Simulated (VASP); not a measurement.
# Na (I4/mmm) in VASP: notebook

One crystal, Na, is run at these levels: LDA; tasks: single point.

All numbers are computed with VASP 6.6.1; they aren't measurements. Logs are shortened: lines on timing, memory, paths and dates and some standing lists are left out, and cuts for length are marked.

## (1) The crystal as given

The structure is tetragonal, space group I4/mmm (No. 139). Conventional cell: a = 3.452 Å, b = 3.452 Å, c = 4.677 Å, α = 90.00°, β = 90.00°, γ = 90.00°. Around Na (site symmetry 4/mmm) lie 12 Na at 3.38 to 3.45 Å.

This isn't the form of Na at room conditions, which is bcc.

## (2) Single point, LDA

The input, INCAR:

```
SYSTEM = Na
PREC = Accurate ; ENCUT = 520
EDIFF = 1E-6 ; ISMEAR = 0
SIGMA = 0.15 ; LREAL = .False.
LASPH = .True. ; NELM = 100
ALGO = Normal ; ISIF = 2
LWAVE = .False. ; LCHARG = .False.
NBANDS = 10
```

The input, KPOINTS:

```
regular mesh
0
Gamma
  18 18 18
  0 0 0
```

The input, POSCAR:

```
Na
1.0
   -1.7258000000      1.7258000000      2.3387000000
    1.7258000000     -1.7258000000      2.3387000000
    1.7258000000      1.7258000000     -2.3387000000
Na
1
Direct
    0.0000000000      0.0000000000      0.0000000000
```

Potentials or basis: VASP PAW LDA potentials, release 64 (Na_pv).

Started as:

```sh
> cat potpaw_LDA.64/Na_pv/POTCAR > POTCAR
> mpirun -np 1 vasp_std > vasp.out
```

OUTCAR:

```text
SYSTEM = Na
   PREC = Accurate
   ENCUT = 520
   EDIFF = 1E-6
   ISMEAR = 0
   LREAL = .False.
   LASPH = .True.
   NELM = 100
   ISIF = 2

 ion  position               nearest neighbor table
   1  0.000  0.000  0.000-

  LATTYP: Found a body centered tetragonal cell.
 ALAT       =     3.4516000000
 C/A-ratio  =     1.3551396454

  Lattice vectors:

 A1 = (  -1.7258000000,   1.7258000000,   2.3387000000)
 A2 = (   1.7258000000,  -1.7258000000,   2.3387000000)
 A3 = (   1.7258000000,   1.7258000000,  -2.3387000000)

Analysis of symmetry for initial positions (statically):
=====================================================================
 Subroutine PRICEL returns:
 Original cell was already a primitive cell.

 Routine SETGRP: Setting up the symmetry group for a
 body centered tetragonal supercell.

 Subroutine GETGRP returns: Found 16 space group operations
 (whereof 16 operations were pure point group operations)
 out of a pool of 16 trial point group operations.

The static configuration has the point symmetry D_4h.

Analysis of symmetry for dynamics (positions and initial velocities):
=====================================================================
 Subroutine PRICEL returns:
 Original cell was already a primitive cell.

 Routine SETGRP: Setting up the symmetry group for a
 body centered tetragonal supercell.

 Subroutine GETGRP returns: Found 16 space group operations
 (whereof 16 operations were pure point group operations)
 out of a pool of 16 trial point group operations.

The dynamic configuration has the point symmetry D_4h.

 Subroutine INISYM returns: Found 16 space group operations
 (whereof 16 operations are pure point group operations),
 and found     1 'primitive' translations

----------------------------------------------------------------------------------------

                                     Primitive cell

  volume of cell :      27.8622

  direct lattice vectors                    reciprocal lattice vectors
    -1.725800000  1.725800000  2.338700000     0.000000000  0.289720709  0.213793988
     1.725800000 -1.725800000  2.338700000     0.289720709  0.000000000  0.213793988
     1.725800000  1.725800000 -2.338700000     0.289720709  0.289720709  0.000000000

  length of vectors
     3.380279422  3.380279422  3.380279422     0.360063826  0.360063826  0.409726956

  position of ions in fractional coordinates (direct lattice)
     0.000000000  0.000000000  0.000000000

  ion indices of the primitive-cell ions
   primitive index   ion index
                 1           1

----------------------------------------------------------------------------------------

 KPOINTS: regular mesh

Automatic generation of k-mesh.
 Grid dimensions read from file:
 generate k-points for:   18   18   18

 Generating k-lattice:

  Cartesian coordinates                     Fractional coordinates (reciprocal lattice)
     0.000000000  0.016095595  0.011877444     0.055555556  0.000000000  0.000000000
     0.016095595  0.000000000  0.011877444     0.000000000  0.055555556  0.000000000
     0.016095595  0.016095595  0.000000000     0.000000000  0.000000000  0.055555556

  Length of vectors
     0.020003546  0.020003546  0.022762609

  Shift w.r.t. Gamma in fractional coordinates (k-lattice)
     0.000000000  0.000000000  0.000000000

 Subroutine IBZKPT returns following result:
 ===========================================

 Found    480 irreducible k-points:

 Following reciprocal coordinates:
            Coordinates               Weight
  0.000000  0.000000  0.000000      1.000000
  0.055556  0.000000  0.000000      8.000000
  0.111111  0.000000  0.000000      8.000000
  0.166667 -0.000000  0.000000      8.000000
  0.222222 -0.000000  0.000000      8.000000
  0.277778  0.000000  0.000000      8.000000
[... 16 lines left out ...]
 -0.277778  0.055556  0.000000     16.000000
 -0.222222  0.055556 -0.000000     16.000000
 [... further k-points ...]
   k-points           NKPTS =    480   k-points in BZ     NKDIM =    480   number of bands    NBANDS=     10
   number of dos      NEDOS =    301   number of ions     NIONS =      1
   total plane-waves  NPLWV =  21952
   dimension x,y,z NGX =    28 NGY =   28 NGZ =   28
   dimension x,y,z NGXF=    56 NGYF=   56 NGZF=   56
   ions per type =               1
   NGX,Y,Z   is equivalent  to a cutoff of  13.77, 13.77, 13.77 a.u.
   NGXF,Y,Z  is equivalent  to a cutoff of  27.54, 27.54, 27.54 a.u.
 SYSTEM =  Na
   PREC   = accura    normal or accurate (medium, high low for compatibility)
   ISTART =      0    job   : 0-new  1-cont  2-samecut
   ICHARG =      2    charge: 1-file 2-atom 10-const
   ISPIN  =      1    spin polarized calculation?
   LNONCOLLINEAR =      F non collinear calculations
   LSORBIT =      F    spin-orbit coupling
   LASPH  =      T    aspherical Exc in radial PAW
   ENCUT  =  520.0 eV  38.22 Ry    6.18 a.u.   6.29  6.29  6.29*2*pi/ulx,y,z
   NELM   =    100;   NELMIN=  2; NELMDL= -5     # of ELM steps
   EDIFF  = 0.1E-05   stopping-criterion for ELM
   LREAL  =      F    real-space projection
   EDIFFG = 0.1E-04   stopping-criterion for IOM
   NSW    =      0    number of steps for IOM
   IBRION =     -1    ionic relax: 0-MD 1-quasi-New 2-CG
   NFREE  =      0    steps in history (QN), initial steepest desc. (CG)
   ISIF   =      2    stress and relaxation
   ISYM   =      2    0-nonsym 1-usesym 2-fastsym
   POTIM  = 0.5000    time-step for ionic-motion
   TEBEG  =    0.0;   TEEND  =   0.0 temperature during run
   PSTRESS=    0.0 pullay stress
   NELECT =       7.0000    total number of electrons
   NUPDOWN=      -1.0000    fix difference up-down
   EMIN   =  10.00;   EMAX   =-10.00  energy-range for DOS
   EFERMI =   0.00;   METHOD = LEGACY
   ISMEAR =     0;   SIGMA  =   0.15  broadening in eV -4-tet -1-fermi 0-gaus
   EFERMI_NEDOS =   21; number of points for ismear=-14 and -15
   IALGO  =     38    algorithm
   IMIX   =      4    mixing-type and parameters
     AMIX     =   0.40;   BMIX     =  1.00
     AMIX_MAG =   1.60;   BMIX_MAG =  1.00
  volume/ion in A,a.u.               =      27.86       188.02
  Fermi-wavevector in a.u.,A,eV,Ry     =   1.033005  1.952096 14.518764  1.067099
  Thomas-Fermi vector in A             =   2.167230
   LORBIT       =      0    0 simple, 1 ext, 2 COOP (PROOUT), +10 PAW based schemes
   GGA     = CA    functional components
   LHFCALC =     F    Hartree Fock is set to
   AEXX    =    0.0000 exact exchange contribution
   IVDW    =     0    specifies the selected vdW correction
   LEPSILON=     F    determine dielectric tensor
   LRPA    =     F    only Hartree local field effects (RPA)
 non-spin polarized calculation
 Gauss-broadening in eV      SIGMA  =   0.15
  energy-cutoff  :      520.00
  volume of cell :       27.86
 maximum number of plane-waves:       773
 NGX is ok and might be reduce to    28
   NGX = 13   NGY = 13   NGZ = 13

 number of electron       6.9999995 magnetization

 Free energy of the ion-electron system (eV)
  ---------------------------------------------------
  ext. energy  EPLUGINS =         0.00000000
  ---------------------------------------------------
  free energy    TOTEN  =        -1.42326254 eV

  energy without entropy =       -1.41874221  energy(sigma->0) =       -1.42100237

 E-fermi :   1.1144     XC(G=0):  -7.5849

 val. band max:        1.1108094251   @ k =  -0.2778   0.4444   0.0556
 cond. band min:       1.1177554800   @ k =  -0.2222   0.3333   0.2222
 fundamental gap:      0.0069460549
 Fermi energy:         1.1143771923

 k-point     1 :       0.0000    0.0000    0.0000
  band No.  band energies     occupation
      1     -23.6755      2.00000
      2     -23.6755      2.00000
      3     -23.6749      2.00000
      4      -2.8476      2.00000
      5      13.8846      0.00000
      6      13.8846      0.00000
      7      14.0746      0.00000
      8      15.4947      0.00000
      9      16.4405      0.00000
     10      16.4485      0.00000

 k-point     2 :       0.0556    0.0000    0.0000
  band No.  band energies     occupation
      1     -23.6782      2.00000
      2     -23.6759      2.00000
      3     -23.6754      2.00000
      4      -2.7844      2.00000
      5      12.9482      0.00000
      6      13.7813      0.00000
      7      13.9389      0.00000
      8      15.8031      0.00000
      9      16.6058      0.00000
     10      16.6312      0.00000

 k-point     3 :       0.1111    0.0000    0.0000
  band No.  band energies     occupation
      1     -23.6867      2.00000
      2     -23.6773      2.00000
      3     -23.6762      2.00000
      4      -2.5956      2.00000
      5      11.4087      0.00000
      6      13.5403      0.00000
      7      13.7633      0.00000
      8      15.5404      0.00000
      9      16.8999      0.00000
     10      17.0013      0.00000

 k-point     4 :       0.1667   -0.0000    0.0000
  band No.  band energies     occupation
      1     -23.6997      2.00000
      2     -23.6793      2.00000
      3     -23.6775      2.00000
      4      -2.2829      2.00000
      5       9.8468      0.00000
      6      13.2646      0.00000
      7      13.5666      0.00000
      8      15.1593      0.00000
      9      16.6321      0.00000
     10      17.2616      0.00000
[... 222 lines left out ...]
 k-point    22 :      -0.3333    0.0556   -0.0000
  band No.  band energies     occupation
      1     -23.7424      2.00000
      2     -23.6868      2.00000
      3     -23.6835      2.00000
      4      -0.8307      2.00000
      5       6.0583      0.00000
      6      12.2472      0.00000
      7      12.6971      0.00000
      8      14.4049      0.00000
      9      15.2745      0.00000
     10      16.5506      0.00000

 k-point    23 :      -0.2778    0.0556    0.0000
  band No.  band energies     occupation
      1     -23.7265      2.00000
      2     -23.6841      2.00000
      3     -23.6818      2.00000
      4      -1.4530      2.00000
      5       7.4364      0.00000
      6      12.4346      0.00000
      7      12.8898      0.00000
      8      14.7348      0.00000
      9      15.4915      0.00000
     10      17.0798      0.00000

 k-point    24 :      -0.2222    0.0556   -0.0000
  band No.  band energies     occupation
      1     -23.7103      2.00000
      2     -23.6815      2.00000
      3     -23.6799      2.00000
      4      -1.9618      2.00000
      5       8.8929      0.00000
      6      12.6503      0.00000
      7      13.1345      0.00000
      8      15.1257      0.00000
      9      15.7995      0.00000
     10      17.5480      0.00000

 [... further k-points ...]

------------------------ aborting loop because EDIFF is reached ----------------------------------------

  FORCE on cell =-STRESS in cart. coord.  units (eV):
  Direction    XX          YY          ZZ          XY          YZ          ZX
  --------------------------------------------------------------------------------------
  -------------------------------------------------------------------------------------
  Total        0.3877727      0.3877727      0.3934487      0.0000000      0.0000000      0.0000000
  in kB       22.2983302     22.2983302     22.6247198      0.0000000      0.0000000      0.0000000
  external PRESSURE =      22.4071267 kB  Pullay stress =       0.0000000 kB

 VOLUME and BASIS-vectors are now :
 -----------------------------------------------------------------------------
  energy-cutoff  :      520.00
  volume of cell :       27.86
      direct lattice vectors                 reciprocal lattice vectors
    -1.725800000  1.725800000  2.338700000     0.000000000  0.289720709  0.213793988
     1.725800000 -1.725800000  2.338700000     0.289720709  0.000000000  0.213793988
     1.725800000  1.725800000 -2.338700000     0.289720709  0.289720709  0.000000000

 POSITION                                       TOTAL-FORCE (eV/Angst)
 -----------------------------------------------------------------------------------
      0.00000      0.00000      0.00000         0.000000      0.000000     -0.000000
 -----------------------------------------------------------------------------------
    total drift:                               -0.000000     -0.000000     -0.000000

  FREE ENERGIE OF THE ION-ELECTRON SYSTEM (eV)
  ---------------------------------------------------
  free  energy   TOTEN  =        -1.4232625362 eV

  energy  without entropy=       -1.4187422054  energy(sigma->0) =       -1.42100237
```

Wall time 68 s (1 thread of Intel Xeon Platinum 8259CL at 2.50GHz (Skylake/Cascade Lake), shared host); peak memory 0.22 GiB.

Results:

```
Free energy            : -1.4233 eV
Pressure               : 2.2 GPa
Band gap on the k mesh : none (metal or under the smearing width)
```

## (3) Single point, LDA

This run uses another cell than the first one, of 32.12 Å³/atom, 1.153 times its volume.

The input, INCAR:

```
  PREC = Accurate
  ENCUT = 520
  EDIFF = 1E-6
  ISMEAR = 0
  SIGMA = 0.15
  LREAL = False
  LASPH = True
  NELM = 100
  ALGO = Fast
  ISIF = 2
  LWAVE = False
  LCHARG = False
  NBANDS = 10
```

The input, KPOINTS:

```
regular mesh
0
Gamma
  18 18 18
```

The input, POSCAR:

```
Na
1.0
   -1.8947500000      1.8947500000      2.2370500000
    1.8947500000     -1.8947500000      2.2370500000
    1.8947500000      1.8947500000     -2.2370500000
Na
1
Direct
    0.0000000000      0.0000000000      0.0000000000
```

Potentials or basis: VASP PAW LDA potentials, release 64 (Na_pv).

Started as:

```sh
> cat potpaw_LDA.64/Na_pv/POTCAR > POTCAR
> mpirun -np 1 vasp_std > vasp.out
```

OUTCAR:

```text
PREC = Accurate
   ENCUT = 520
   EDIFF = 1E-6
   ISMEAR = 0
   LREAL = False
   LASPH = True
   NELM = 100
   ISIF = 2

 ion  position               nearest neighbor table
   1  0.000  0.000  0.000-

  LATTYP: Found a body centered tetragonal cell.
 ALAT       =     3.7895000000
 C/A-ratio  =     1.1806570788

  Lattice vectors:

 A1 = (  -1.8947500000,   1.8947500000,   2.2370500000)
 A2 = (   1.8947500000,  -1.8947500000,   2.2370500000)
 A3 = (   1.8947500000,   1.8947500000,  -2.2370500000)

Analysis of symmetry for initial positions (statically):
=====================================================================
 Subroutine PRICEL returns:
 Original cell was already a primitive cell.

 Routine SETGRP: Setting up the symmetry group for a
 body centered tetragonal supercell.

 Subroutine GETGRP returns: Found 16 space group operations
 (whereof 16 operations were pure point group operations)
 out of a pool of 16 trial point group operations.

The static configuration has the point symmetry D_4h.

Analysis of symmetry for dynamics (positions and initial velocities):
[... 166 lines left out ...]

 k-point     1 :       0.0000    0.0000    0.0000
  band No.  band energies     occupation
      1     -24.2477      2.00000
      2     -24.2477      2.00000
      3     -24.2471      2.00000
      4      -3.0079      2.00000
      5      12.5551      0.00000
      6      12.5551      0.00000
      7      13.2359      0.00000
      8      14.2140      0.00000
      9      14.6918      0.00000
     10      14.7394      0.00000
[... 287 lines left out ...]
 k-point    24 :      -0.2222    0.0556    0.0000
  band No.  band energies     occupation
      1     -24.2689      2.00000
      2     -24.2528      2.00000
      3     -24.2489      2.00000
      4      -2.2250      2.00000
      5       8.0262      0.00000
      6      11.0954      0.00000
      7      12.0273      0.00000
      8      12.7756      0.00000
      9      13.6279      0.00000
     10      15.0626      0.00000

 [... further k-points ...]

------------------------ aborting loop because EDIFF is reached ----------------------------------------

  FORCE on cell =-STRESS in cart. coord.  units (eV):
  Direction    XX          YY          ZZ          XY          YZ          ZX
  --------------------------------------------------------------------------------------
  -------------------------------------------------------------------------------------
  Total        0.0367877      0.0367877      0.0394411      0.0000000     -0.0000000      0.0000000
  in kB        1.8347386      1.8347386      1.9670709      0.0000000     -0.0000000      0.0000000
  external PRESSURE =       1.8788494 kB  Pullay stress =       0.0000000 kB

 VOLUME and BASIS-vectors are now :
 -----------------------------------------------------------------------------
  energy-cutoff  :      520.00
  volume of cell :       32.12
      direct lattice vectors                 reciprocal lattice vectors
    -1.894750000  1.894750000  2.237050000     0.000000000  0.263887056  0.223508639
     1.894750000 -1.894750000  2.237050000     0.263887056  0.000000000  0.223508639
     1.894750000  1.894750000 -2.237050000     0.263887056  0.263887056  0.000000000

 POSITION                                       TOTAL-FORCE (eV/Angst)
 -----------------------------------------------------------------------------------
      0.00000      0.00000      0.00000         0.000000      0.000000      0.000000
 -----------------------------------------------------------------------------------
    total drift:                               -0.000000     -0.000000     -0.000000

  FREE ENERGIE OF THE ION-ELECTRON SYSTEM (eV)
  ---------------------------------------------------
  free  energy   TOTEN  =        -1.4554604686 eV

  energy  without entropy=       -1.4510351386  energy(sigma->0) =       -1.45324780
```

OSZICAR:

```text
N       E                     dE             d eps       ncg     rms          rms(c)
DAV:   1     0.290919387250E+02    0.29092E+02   -0.38158E+03  9614   0.603E+02
DAV:   2    -0.839127706520E+00   -0.29931E+02   -0.29787E+02  9992   0.154E+02
DAV:   3    -0.145371914528E+01   -0.61459E+00   -0.61418E+00 11568   0.235E+01
DAV:   4    -0.145792440094E+01   -0.42053E-02   -0.42049E-02 11158   0.192E+00
DAV:   5    -0.145797641691E+01   -0.52016E-04   -0.52015E-04 10976   0.210E-01    0.214E-01
RMM:   6    -0.145639577106E+01    0.15806E-02   -0.38730E-04 12930   0.225E-01    0.137E-01
RMM:   7    -0.145546479543E+01    0.93098E-03   -0.51772E-04 13212   0.209E-01    0.223E-02
RMM:   8    -0.145545641753E+01    0.83779E-05   -0.15354E-04 13015   0.210E-01    0.330E-03
RMM:   9    -0.145545983194E+01   -0.34144E-05   -0.31279E-05 14669   0.624E-02    0.277E-03
RMM:  10    -0.145546046860E+01   -0.63666E-06   -0.74070E-06 13397   0.464E-02
   1 F= -.14554605E+01 E0= -.14532478E+01  d E =-.442533E-02
```

stdout:

```text
POSCAR found type information on POSCAR Na
 POSCAR found :  1 types and       1 ions
 scaLAPACK will be used
 LDA part: xc-table for (Slater(with rela. corr.)+CA(PZ))
 , standard interpolation
 POSCAR, INCAR and KPOINTS ok, starting setup
 FFT: planning ... GRIDC
 FFT: planning ... GRID_SOFT
 FFT: planning ... GRID
 WAVECAR not read
 entering main loop
WARNING in EDDRMM: call to ZHEGV failed, returncode =   6  3     10
```

It took 94 s on 1 thread of Intel Xeon Platinum 8259CL at 2.50GHz (Skylake/Cascade Lake), shared host; peak memory 0.23 GiB.

What came out:

| Property | Result |
| --- | --- |
| Free energy | -1.4555 eV |
| Pressure | 0.2 GPa |
| Band gap on the k mesh | none (metal or under the smearing width) |
